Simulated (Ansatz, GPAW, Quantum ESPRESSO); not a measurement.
Li: programs and potentials compared

```
CELL_PARAMETERS angstrom
-1.75465 1.75465 1.75465
1.75465 -1.75465 1.75465
1.75465 1.75465 -1.75465
ATOMIC_POSITIONS crystal
Li 0.00000 0.00000 0.00000
```

Alike in all runs: task band structure; functional PBE; k mesh 11 × 11 × 11; occupations fermi-dirac, width 0.05 eV; no spin polarisation; no spin-orbit coupling. Pressure is positive in compression and, in plane waves, holds the error of the finite cutoff, which Ansatz's Pulay term estimates and takes out.

```
                                program and potentials  plane-wave cutoff (eV)                                                                     notes  pressure (GPa)
              Ansatz, PseudoDojo stringent (PBE files)                    1306  3 valence electrons an atom on average; Pulay term of +0.02 GPa included           -0.81
                                       Ansatz, JTH PAW                    1170  3 valence electrons an atom on average; Pulay term of +0.03 GPa included           -0.81
     GPAW, PAW data sets generated for this functional                     800                                    1 valence electrons an atom on average           -0.79
            GPAW, GPAW PAW data sets (gpaw-data 1.2.1)                     800                                    1 valence electrons an atom on average           -0.80
    Quantum ESPRESSO, PseudoDojo 0.4.1 SR PBE standard                    1007                                    3 valence electrons an atom on average           -0.82
Ansatz, Ansatz PAW (files of its older set among them)                     780                                    3 valence electrons an atom on average           -0.81
        Ansatz, all-electron LAPW, scalar-relativistic                       -                                                                         -           -0.81
               Ansatz, PseudoDojo standard (PBE files)                    1007                                    3 valence electrons an atom on average           -0.81
```

The pressure spans -0.82 (Quantum ESPRESSO, PseudoDojo 0.4.1 SR PBE standard) to -0.79 GPa (GPAW, PAW data sets generated for this functional), with all-electron results at -0.81.

The functional is the same throughout but for its coding, so the spread measures potentials, basis and numerics; runs on potential files found faulty are left out.
